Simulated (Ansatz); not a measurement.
# Bands of Fe

```yaml
crystal:
  lattice:
    - [0.00000, 1.82778, 1.82778]
    - [1.82778, 0.00000, 1.82778]
    - [1.82778, 1.82778, 0.00000]
  atoms:
    - { symbol: Fe, position: [0.00000, 0.00000, 0.00000] }
```

The conventional cell has a = 3.656 Å, b = 3.656 Å, c = 3.656 Å, α = 90.00°, β = 90.00°, γ = 90.00°. Around Fe (atom 1) lie 12 Fe at 2.58 Å.

The cell is the one relaxed in the Materials Project (mp-150), not relaxed further here; entries there can be hypothetical.

Other magnetic orders may lie lower; this is the state that the run reached.

These are results of DFT, PBE, all-electron LAPW, scalar-relativistic (Ansatz 0.2.0), not measurements.

Sampling and basis: a Γ-centred 17×17×17 k mesh, Fermi–Dirac smearing of 0.03 eV, basis error target 0.25 meV/atom, spin-polarised from start moments Fe 3 μB, ending with a cell moment of 2.62 μB.

Points in fractions of the reciprocal vectors of this cell: Γ (0, 0, 0), X (0.5, 0, 0.5), U (0.625, 0.25, 0.625), K (0.375, 0.375, 0.75), L (0.5, 0.5, 0.5), W (0.5, 0.25, 0.75). The path joins them by straight lines in the order Γ–X–U–K–Γ–L–W–X; legs that retrace an earlier one aren't tabulated. Energies are in eV from the Fermi level.

Q: Metal or insulator at this level of theory?

A: No gap opens: metallic or semimetallic.

Q: Tabulate bands 4 to 9 of the spin-down channel, counted from the lowest band of the run, along the path.

A: 
| k (1/Å) | point | band 4 | band 5 | band 6 | band 7 | band 8 | band 9 |
| --- | --- | --- | --- | --- | --- | --- | --- |
| 0.00 | Γ | -51.13 | -8.17 | -0.06 | -0.06 | -0.06 | 1.55 |
| 0.43 |  | -51.15 | -7.40 | -0.45 | 0.21 | 0.21 | 1.19 |
| 0.86 |  | -51.20 | -5.38 | -1.32 | 0.48 | 0.96 | 0.96 |
| 1.29 |  | -51.25 | -3.48 | -2.10 | 0.93 | 1.94 | 1.94 |
| 1.72 | X | -51.26 | -3.15 | -2.40 | 2.45 | 2.45 | 2.45 |
| 1.87 |  | -51.26 | -3.08 | -2.37 | 1.67 | 2.39 | 2.43 |
| 2.02 |  | -51.26 | -2.90 | -2.27 | 0.94 | 2.21 | 2.37 |
| 2.17 |  | -51.25 | -2.63 | -2.13 | 0.32 | 1.96 | 2.27 |
| 2.33 | U | -51.24 | -2.28 | -2.01 | -0.20 | 1.67 | 2.12 |
| 2.59 |  | -51.24 | -2.05 | -1.85 | -0.63 | 1.42 | 2.18 |
| 2.85 |  | -51.25 | -1.94 | -1.59 | -1.03 | 1.27 | 2.24 |
| 3.12 |  | -51.24 | -2.05 | -1.85 | -0.63 | 1.42 | 2.18 |
| 3.38 | K | -51.24 | -2.28 | -2.01 | -0.20 | 1.67 | 2.12 |
| 3.83 |  | -51.20 | -2.61 | -1.07 | -1.05 | 1.01 | 1.51 |
| 4.29 |  | -51.16 | -5.05 | -1.00 | -0.03 | 0.77 | 0.93 |
| 4.75 |  | -51.14 | -7.31 | -0.41 | 0.16 | 0.17 | 1.30 |
| 5.20 | Γ | -51.13 | -8.17 | -0.06 | -0.06 | -0.06 | 1.55 |
| 5.57 |  | -51.14 | -7.59 | -0.29 | 0.09 | 0.09 | 1.48 |
| 5.95 |  | -51.16 | -6.02 | -0.73 | 0.24 | 0.24 | 1.58 |
| 6.32 |  | -51.18 | -4.16 | -0.72 | 0.08 | 0.08 | 2.06 |
| 6.69 | L | -51.18 | -3.45 | -0.12 | -0.02 | -0.02 | 2.33 |
| 6.99 |  | -51.19 | -3.16 | -0.72 | -0.12 | 0.19 | 2.29 |
| 7.30 |  | -51.21 | -2.41 | -1.46 | -0.57 | 0.75 | 2.19 |
| 7.60 |  | -51.25 | -1.94 | -1.59 | -1.03 | 1.27 | 2.24 |
| 7.91 | W | -51.27 | -2.10 | -1.22 | -1.22 | 1.33 | 2.45 |
| 8.12 |  | -51.27 | -2.30 | -1.74 | -0.53 | 1.54 | 2.45 |
| 8.34 |  | -51.27 | -2.69 | -2.11 | 0.32 | 1.97 | 2.45 |
| 8.55 |  | -51.26 | -3.02 | -2.33 | 1.33 | 2.32 | 2.45 |
| 8.77 | X | -51.26 | -3.15 | -2.40 | 2.45 | 2.45 | 2.45 |
